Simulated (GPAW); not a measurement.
BeTe in GPAW: convergence with k mesh

Input of the first run (k mesh 2 × 2 × 2); the others differ in this setting and in those tied to it:

Contents of run.py:

```python
import json
import numpy as np
import spglib
from ase import Atoms
from ase.dft.bandgap import bandgap
from ase.io import read, write
from gpaw import GPAW, PW
from gpaw.response.g0w0 import G0W0

atoms = read('BeTe.cif')
cell, positions, numbers = spglib.find_primitive(
    (atoms.cell[:], atoms.get_scaled_positions(), atoms.numbers), symprec=1e-4)
atoms = Atoms(numbers, cell=cell, scaled_positions=positions, pbc=True)

calc = GPAW(mode=PW(650),
            xc='LDA',
            kpts={'size': (2, 2, 2), 'gamma': True},
            occupations={'name': 'fermi-dirac', 'width': 0.001},
            nbands=11,
            convergence={'density': 1e-06},
            maxiter=150,
            txt='gpaw.txt')
atoms.calc = calc
energy = atoms.get_potential_energy()
calc.write('gs.gpw')
write('result.traj', atoms)
print(f'Energy: {energy:.6f} eV')
print('Fermi level:', round(calc.get_fermi_level(), 4), 'eV')
print(f'Gap: {bandgap(calc)[0]:.4f} eV, direct: {bandgap(calc, direct=True)[0]:.4f} eV')

calc.diagonalize_full_hamiltonian(nbands=73)
calc.write('full.gpw', mode='all')

ibz = calc.get_ibz_k_points()
gap, vbm, cbm = bandgap(calc, output=None)
gap, direct, _ = bandgap(calc, direct=True, output=None)
gamma = int(np.abs(ibz).sum(1).argmin())
kpts = sorted({gamma, vbm[1], cbm[1], direct[1]})
gw = G0W0(calc='full.gpw',
          filename='gw',
          ecut=80,
          ecut_extrapolation=False,
          relbands=(-1, 1),
          kpts=kpts,
          integrate_gamma='WS',
          nbands=69,
          ppa=True)
gw.calculate()
results = {mode: {key: np.asarray(r[key]).tolist() for key in ['f', 'eps', 'vxc', 'exx', 'sigma', 'Z', 'qp', 'sigma_eskn']}
           for mode, r in gw.all_results.items()}
json.dump({'kpts': ibz[kpts].tolist(), 'results': results}, open('gw.json', 'w'))
for mode, r in results.items():
    f, qp = np.array(r['f']), np.array(r['qp'])
    print(mode, 'quasiparticle energies (eV):')
    print(qp.round(3))
    print(mode, 'gap:', round(qp[f < 0.5].min() - qp[f > 0.5].max(), 4), 'eV')
```

Contents of BeTe.cif:

```cif
data_BeTe
_cell_length_a 5.54000000
_cell_length_b 5.54000000
_cell_length_c 5.54000000
_cell_angle_alpha 90.00000000
_cell_angle_beta 90.00000000
_cell_angle_gamma 90.00000000
_space_group_name_H-M_alt 'F-43m'
_space_group_name_Hall 'F -4 2 3'
_space_group_IT_number 216
loop_
_space_group_symop_operation_xyz
'x,y,z'
'y,-x,-z'
'-x,-y,z'
'-y,x,-z'
'x,-y,-z'
'y,x,z'
'-x,y,-z'
'-y,-x,z'
'z,x,y'
'-z,y,-x'
'z,-x,-y'
'-z,-y,x'
'-z,x,-y'
'z,y,x'
'-z,-x,y'
'z,-y,-x'
'y,z,x'
'-x,-z,y'
'-y,z,-x'
'x,-z,-y'
'-y,-z,x'
'x,z,y'
'y,-z,-x'
'-x,z,-y'
'x,y+1/2,z+1/2'
'y,-x+1/2,-z+1/2'
'-x,-y+1/2,z+1/2'
'-y,x+1/2,-z+1/2'
'x,-y+1/2,-z+1/2'
'y,x+1/2,z+1/2'
'-x,y+1/2,-z+1/2'
'-y,-x+1/2,z+1/2'
'z,x+1/2,y+1/2'
'-z,y+1/2,-x+1/2'
'z,-x+1/2,-y+1/2'
'-z,-y+1/2,x+1/2'
'-z,x+1/2,-y+1/2'
'z,y+1/2,x+1/2'
'-z,-x+1/2,y+1/2'
'z,-y+1/2,-x+1/2'
'y,z+1/2,x+1/2'
'-x,-z+1/2,y+1/2'
'-y,z+1/2,-x+1/2'
'x,-z+1/2,-y+1/2'
'-y,-z+1/2,x+1/2'
'x,z+1/2,y+1/2'
'y,-z+1/2,-x+1/2'
'-x,z+1/2,-y+1/2'
'x+1/2,y,z+1/2'
'y+1/2,-x,-z+1/2'
'-x+1/2,-y,z+1/2'
'-y+1/2,x,-z+1/2'
'x+1/2,-y,-z+1/2'
'y+1/2,x,z+1/2'
'-x+1/2,y,-z+1/2'
'-y+1/2,-x,z+1/2'
'z+1/2,x,y+1/2'
'-z+1/2,y,-x+1/2'
'z+1/2,-x,-y+1/2'
'-z+1/2,-y,x+1/2'
'-z+1/2,x,-y+1/2'
'z+1/2,y,x+1/2'
'-z+1/2,-x,y+1/2'
'z+1/2,-y,-x+1/2'
'y+1/2,z,x+1/2'
'-x+1/2,-z,y+1/2'
'-y+1/2,z,-x+1/2'
'x+1/2,-z,-y+1/2'
'-y+1/2,-z,x+1/2'
'x+1/2,z,y+1/2'
'y+1/2,-z,-x+1/2'
'-x+1/2,z,-y+1/2'
'x+1/2,y+1/2,z'
'y+1/2,-x+1/2,-z'
'-x+1/2,-y+1/2,z'
'-y+1/2,x+1/2,-z'
'x+1/2,-y+1/2,-z'
'y+1/2,x+1/2,z'
'-x+1/2,y+1/2,-z'
'-y+1/2,-x+1/2,z'
'z+1/2,x+1/2,y'
'-z+1/2,y+1/2,-x'
'z+1/2,-x+1/2,-y'
'-z+1/2,-y+1/2,x'
'-z+1/2,x+1/2,-y'
'z+1/2,y+1/2,x'
'-z+1/2,-x+1/2,y'
'z+1/2,-y+1/2,-x'
'y+1/2,z+1/2,x'
'-x+1/2,-z+1/2,y'
'-y+1/2,z+1/2,-x'
'x+1/2,-z+1/2,-y'
'-y+1/2,-z+1/2,x'
'x+1/2,z+1/2,y'
'y+1/2,-z+1/2,-x'
'-x+1/2,z+1/2,-y'
loop_
_atom_site_label
_atom_site_type_symbol
_atom_site_symmetry_multiplicity
_atom_site_Wyckoff_symbol
_atom_site_fract_x
_atom_site_fract_y
_atom_site_fract_z
_atom_site_occupancy
Te1 Te 4 c 0.2500000000 0.2500000000 0.2500000000 1
Be1 Be 4 a 0.0000000000 0.0000000000 0.0000000000 1
```

Potentials or basis: the program's PAW data sets (release 1.2.1) made for this functional, pw.

Launch:

```sh
$ OMP_NUM_THREADS=1 python run.py
```

Hardware: 1 thread of Arm Neoverse V2, with other jobs on the host.

| k mesh | energy less the tightest run, at zero smearing (meV/atom) | gap on the mesh (eV) | quasiparticle gap at the points computed (eV) | SCF cycles | CPU time (s) | peak memory (GiB) |
| --- | --- | --- | --- | --- | --- | --- |
| 2 × 2 × 2 | 915.03 | 1.577 | 2.197 | 10 | 15 | 0.37 |
| 3 × 3 × 3 | 173.10 | 2.079 | 2.693 | 10 | 24 | 0.37 |
| 4 × 4 × 4 | 39.76 | 1.752 | 2.359 | 10 | 54 | 0.38 |
| 5 × 5 × 5 | 8.42 | 1.905 | 2.518 | 10 | 91 | 0.38 |
| 6 × 6 × 6 | 0.00 | 1.769 | 2.377 | 10 | 180 | 0.46 |

Not settled before the last step: the energy (to 1 meV/atom), the gap on the mesh (to 0.01 eV), the quasiparticle gap at the points computed (to 0.05 eV). Meshes of other sizes hit other points, so gaps and Fermi surfaces needn't settle smoothly. The tightest run that finished is the yardstick and may itself not be fully converged.

Caveat, for the tightest run too: the quasiparticle gap is taken among the few k points that were corrected; the long-wavelength limit can be off by a per cent or two; spin-orbit coupling is left out, which moves the levels of the heavy elements.
